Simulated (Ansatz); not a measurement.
## Ti: hydrostatic pressure series

Level of theory: DFT r2SCAN, scalar-relativistic, plane waves, PAW in Ansatz. Settings: 500 eV cutoff, 12×12×14 k-mesh, Gaussian smearing of 0.10 eV, no spin polarisation.

Reference structure (relaxed):

```
CELL_PARAMETERS angstrom
4.56802 0.00000 0.00000
-2.28401 3.95602 0.00000
0.00000 0.00000 2.82456
ATOMIC_POSITIONS crystal
Ti 0.00000 0.00000 0.00000
Ti 0.33333 0.66667 0.50000
Ti 0.66667 0.33333 0.50000
```

Cell and atoms are relaxed at each pressure within the symmetry of the start, at zero temperature, so transitions that lower the symmetry aren't seen. The k-mesh given is that at zero pressure and may differ at others. a, b and c are the lengths of the cell vectors above.

| P (GPa) | V (Å³/atom) | V/V0 | a (Å) | b (Å) | c (Å) |
| --- | --- | --- | --- | --- | --- |
| -2 | 17.31 | 1.018 | 4.596 | 4.596 | 2.840 |
| 0 | 17.01 | 1.000 | 4.568 | 4.568 | 2.825 |
| 2 | 16.74 | 0.984 | 4.542 | 4.542 | 2.811 |
| 5 | 16.36 | 0.961 | 4.505 | 4.505 | 2.791 |
| 10 | 15.80 | 0.928 | 4.450 | 4.450 | 2.763 |
| 20 | 14.87 | 0.874 | 4.356 | 4.356 | 2.715 |
| 40 | 13.52 | 0.794 | 4.212 | 4.212 | 2.640 |

**Question.** What bulk modulus and pressure derivative fit these points?

**Answer.** A third-order Birch–Murnaghan fit gives B0 = 118 GPa and B0' = 3.4.

**Question.** Which cell vector or vectors give way most up to 40 GPa?

**Answer.** a and b: the changes are a -7.8 %, b -7.8 %, c -6.5 %.

This form isn't the element's structure at ambient conditions.